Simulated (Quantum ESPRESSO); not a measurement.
# PbS (Pm-3m) in Quantum ESPRESSO: further runs, part 2 of 2

Quantum ESPRESSO 7.5. The steps go on from the part before.

## Step 4: Phonons, PBE

Contents of pw.in:

```
&CONTROL
  calculation = 'scf'
  prefix = 'pwscf'
  outdir = './tmp'
  pseudo_dir = './pseudo'
  tprnfor = .true.
  tstress = .true.
  disk_io = 'low'
/
&SYSTEM
  ibrav = 0
  A = 3.653659
  nat = 2
  ntyp = 2
  ecutwfc = 90
  nbnd = 21
  occupations = 'smearing'
  smearing = 'mv'
  degauss = 0.01469973
/
&ELECTRONS
  conv_thr = 4d-10
  electron_maxstep = 120
  mixing_beta = 0.5
/
ATOMIC_SPECIES
Pb   207.2000 Pb.upf
S     32.0600 S.upf
CELL_PARAMETERS alat
   1.0000000000    0.0000000000    0.0000000000
   0.0000000000    1.0000000000    0.0000000000
   0.0000000000    0.0000000000    1.0000000000
ATOMIC_POSITIONS alat
Pb     0.0000000000    0.0000000000    0.0000000000
S      0.5000000000    0.5000000000    0.5000000000
K_POINTS automatic
7 7 7 0 0 0
```

Contents of scf2.in:

```
&CONTROL
  calculation = 'scf'
  prefix = 'pwscf'
  outdir = './tmp'
  pseudo_dir = './pseudo'
  tprnfor = .true.
  tstress = .true.
  disk_io = 'low'
/
&SYSTEM
  ibrav = 0
  A = 3.653659
  nat = 2
  ntyp = 2
  ecutwfc = 90
  nbnd = 21
  occupations = 'fixed'
/
&ELECTRONS
  conv_thr = 1d-13
  electron_maxstep = 120
  mixing_beta = 0.5
  startingpot = 'file'
  startingwfc = 'file'
/
ATOMIC_SPECIES
Pb   207.2000 Pb.upf
S     32.0600 S.upf
CELL_PARAMETERS alat
   1.0000000000    0.0000000000    0.0000000000
   0.0000000000    1.0000000000    0.0000000000
   0.0000000000    0.0000000000    1.0000000000
ATOMIC_POSITIONS alat
Pb     0.0000000000    0.0000000000    0.0000000000
S      0.5000000000    0.5000000000    0.5000000000
K_POINTS automatic
7 7 7 0 0 0
```

Contents of ph.in:

```
phonons of PbS
&INPUTPH
  prefix = 'pwscf'
  outdir = './tmp'
  tr2_ph = 1d-16
  fildyn = 'dyn'
  niter_ph = 60
  alpha_mix(1) = 0.7
  epsil = .true.
/
0.0000000000 0.0000000000 0.0000000000
```

Contents of dynmat.in:

```
&INPUT
  fildyn = 'dyn'
  asr = 'crystal'
  lperm = .true.
  filout = 'dynmat.disp'
  fileig = 'dynmat.eig'
/
```

Contents of dynmat_lo.in:

```
&INPUT
  fildyn = 'dyn'
  asr = 'crystal'
  filout = 'dynmat_lo.disp'
  fileig = 'dynmat_lo.eig'
  q(1) = 0
  q(2) = 0
  q(3) = 1
/
```

Potentials or basis: PseudoDojo 0.4 SR PBE stringent.

Run with:

```bash
> OMP_NUM_THREADS=1 pw.x -in pw.in > pw.out
> OMP_NUM_THREADS=1 pw.x -in scf2.in > scf2.out
> OMP_NUM_THREADS=1 ph.x -in ph.in > ph.out
> OMP_NUM_THREADS=1 dynmat.x -in dynmat.in > dynmat.out
> OMP_NUM_THREADS=1 dynmat.x -in dynmat_lo.in > dynmat_lo.out
```

pw.out:

```text
This program is part of the open-source Quantum ESPRESSO suite
     for quantum simulation of materials; please cite
[... 9 lines left out ...]
     --------------------
     sticks:   dense  smooth     PW     G-vecs:    dense   smooth      PW
     Sum        1361    1361    385                37993    37993    5743

     Using Slab Decomposition

     bravais-lattice index     =            0
     lattice parameter (alat)  =       6.9044  a.u.
     unit-cell volume          =     329.1400 (a.u.)^3
     number of atoms/cell      =            2
     number of atomic types    =            2
     number of electrons       =        28.00
     number of Kohn-Sham states=           21
     kinetic-energy cutoff     =      90.0000  Ry
     charge density cutoff     =     360.0000  Ry
     scf convergence threshold =      4.0E-10
     mixing beta               =       0.5000
     number of iterations used =            8  plain     mixing
     Exchange-correlation= PBE
                           (   1   4   3   4   0   0   0)

     celldm(1)=   6.904415  celldm(2)=   0.000000  celldm(3)=   0.000000
     celldm(4)=   0.000000  celldm(5)=   0.000000  celldm(6)=   0.000000

     crystal axes: (cart. coord. in units of alat)
               a(1) = (   1.000000   0.000000   0.000000 )
               a(2) = (   0.000000   1.000000   0.000000 )
               a(3) = (   0.000000   0.000000   1.000000 )

     reciprocal axes: (cart. coord. in units 2 pi/alat)
               b(1) = (  1.000000  0.000000  0.000000 )
[... 77 lines left out ...]
     Diagonalizing with lowered threshold

     Davidson diagonalization with overlap
     ethr =  6.13E-04,  avg # of iterations =  1.2

     WARNING: integrated charge=    28.00001082, expected=    28.00000000

     total energy              =    -441.57059552 Ry
     estimated scf accuracy    <       0.17043074 Ry

     iteration #  2     ecut=    90.00 Ry     beta= 0.50
     Davidson diagonalization with overlap
     ethr =  6.09E-04,  avg # of iterations =  2.1

     WARNING: integrated charge=    28.00000722, expected=    28.00000000

     total energy              =    -441.61494766 Ry
     estimated scf accuracy    <       0.04562575 Ry

     iteration #  3     ecut=    90.00 Ry     beta= 0.50
     Davidson diagonalization with overlap
     ethr =  1.63E-04,  avg # of iterations =  2.3
[... 53 lines left out ...]
     iteration # 11     ecut=    90.00 Ry     beta= 0.50
     Davidson diagonalization with overlap
     ethr =  9.07E-12,  avg # of iterations =  1.9

     End of self-consistent calculation

          k = 0.0000 0.0000 0.0000 (  4729 PWs)   bands (ev):

  -129.2353 -70.9192 -70.9192 -70.9192  -6.4387  -6.4387  -6.2288  -6.2288
    -6.2288  -2.6378   3.7496   8.9053   8.9053   8.9053  15.9681  15.9681
    17.0026  17.0026  17.0026  23.1144  23.1145
[... 111 lines left out ...]
  -129.2352 -70.9199 -70.9199 -70.9199  -6.3518  -6.3462  -6.3462  -6.1907
    -6.1907  -0.3999   4.1972   7.7064   7.9610   7.9610  10.4698  10.4698
    11.3298  22.9821  23.3541  23.3541  26.6654

     the Fermi energy is    10.4313 ev

!    total energy              =    -441.62433580 Ry
     estimated scf accuracy    <          6.8E-12 Ry
     smearing contrib. (-TS)   =       0.00043962 Ry
     internal energy E=F+TS    =    -441.62477542 Ry

     The total energy is F=E-TS. E is the sum of the following terms:
     one-electron contribution =    -248.05610240 Ry
     hartree contribution      =     125.01846671 Ry
     xc contribution           =     -74.23539973 Ry
     ewald contribution        =    -244.35174000 Ry

     convergence has been achieved in  11 iterations

     Forces acting on atoms (cartesian axes, Ry/au):

     atom    1 type  1   force =     0.00000000    0.00000000    0.00000000
     atom    2 type  2   force =     0.00000000    0.00000000    0.00000000

     Total force =     0.000000     Total SCF correction =     0.000000

     Computing stress (Cartesian axis) and pressure

          total   stress  (Ry/bohr**3)                   (kbar)     P=       -1.06
  -0.00000719   0.00000000   0.00000000           -1.06        0.00        0.00
   0.00000000  -0.00000719   0.00000000            0.00       -1.06        0.00
   0.00000000   0.00000000  -0.00000719            0.00        0.00       -1.06

=------------------------------------------------------------------------------=
   JOB DONE.
=------------------------------------------------------------------------------=
```

scf2.out:

```text
This program is part of the open-source Quantum ESPRESSO suite
     for quantum simulation of materials; please cite
[... 9 lines left out ...]
     --------------------
     sticks:   dense  smooth     PW     G-vecs:    dense   smooth      PW
     Sum        1361    1361    385                37993    37993    5743
[... 303 lines left out ...]
   0.00001886   0.00000000   0.00000000            2.78        0.00        0.00
   0.00000000   0.00001886   0.00000000            0.00        2.78        0.00
   0.00000000   0.00000000   0.00001886            0.00        0.00        2.78

=------------------------------------------------------------------------------=
   JOB DONE.
=------------------------------------------------------------------------------=
```

ph.out:

```text
This program is part of the open-source Quantum ESPRESSO suite
     for quantum simulation of materials; please cite
         "P. Giannozzi et al., J. Phys.:Condens. Matter 21 395502 (2009);
         "P. Giannozzi et al., J. Phys.:Condens. Matter 29 465901 (2017);
         "P. Giannozzi et al., J. Chem. Phys. 152 154105 (2020);
     in publications or presentations arising from this work. More details at

[... 299 lines left out ...]

     INITIALIZATION:

     DIELECTRIC CONSTANT AND EFFECTIVE CHARGES:

     DYNAMICAL MATRIX:

      Additional routines

=------------------------------------------------------------------------------=
   JOB DONE.
=------------------------------------------------------------------------------=
```

Run time: 11 min. Hardware: 1 thread of Arm Neoverse V2, shared host; peak memory 0.11 GiB.

Results:

- Free energy: -6008.6081 eV
- Pressure after relaxing: 0.3 GPa
- Electronic dielectric tensor (diagonal): 16.78
- Born charges (mean of the diagonal): Pb +4.94; S -4.89 e
- Highest phonon frequency at Γ, LO-TO splitting left out: 2 cm⁻¹
- Most unstable mode: 112i cm⁻¹

Phonon frequencies in cm⁻¹ (negative: imaginary):
| q point | frequencies |
| --- | --- |
| (0.000, 0.000, 0.000) | -112 -112 -112 2 2 2 |

Electronic dielectric tensor:
```
16.78  0.00  0.00
 0.00 16.78  0.00
 0.00  0.00 16.78
```

Born effective charge tensors (e):
atom 1, Pb
```
4.94 0.00 0.00
0.00 4.94 0.00
0.00 0.00 4.94
```
atom 2, S
```
-4.89  0.00  0.00
 0.00 -4.89  0.00
 0.00  0.00 -4.89
```

Optical modes at Γ, degenerate ones joined:
```csv
cm⁻¹,components,symmetry,active in,"IR intensity, summed ((D/Å)²/amu)"
112i,3,T1u,IR,60.16
```

Zone-centre frequencies without and with the macroscopic field along z (cm⁻¹):
```csv
,optical modes in rising order
without,112i 112i 112i
with the field,112i 112i 199
```

Caveat: the mesh is thin for the dielectric tensor, Born charges and intensities, which usually come out too large; some modes are imaginary; the gap is small at this level, which inflates the dielectric constant; on a mesh that holds Γ this program's dielectric tensor can be off by some percent beyond the error of the mesh; the Born charges break their sum rule by 0.05 e, a sign of too thin a mesh. Spin-orbit coupling is left out, which matters for the levels of Pb.

## Step 5: Summary

| potentials or basis | cutoff (eV) | pressure (GPa) |
| --- | --- | --- |
| SSSP 1.3 efficiency PBE | 748 | 0.2 |
| PseudoDojo 0.4.1 SR PBE standard | 762 | 0.3 |
| PseudoDojo 0.4 SR PBE stringent | 1225 | 0.3 |

Alike in all rows: task phonons; level PBE; no spin polarisation; cell relaxed; k mesh 7 × 7 × 7; smearing cold 0.2 eV.

Caveats: some modes are imaginary; the gap is small at this level, which inflates the dielectric constant; on a mesh that holds Γ this program's dielectric tensor can be off by some percent beyond the error of the mesh.

Total energies depend on the potentials used, so only differences within one code and one set of settings carry meaning.
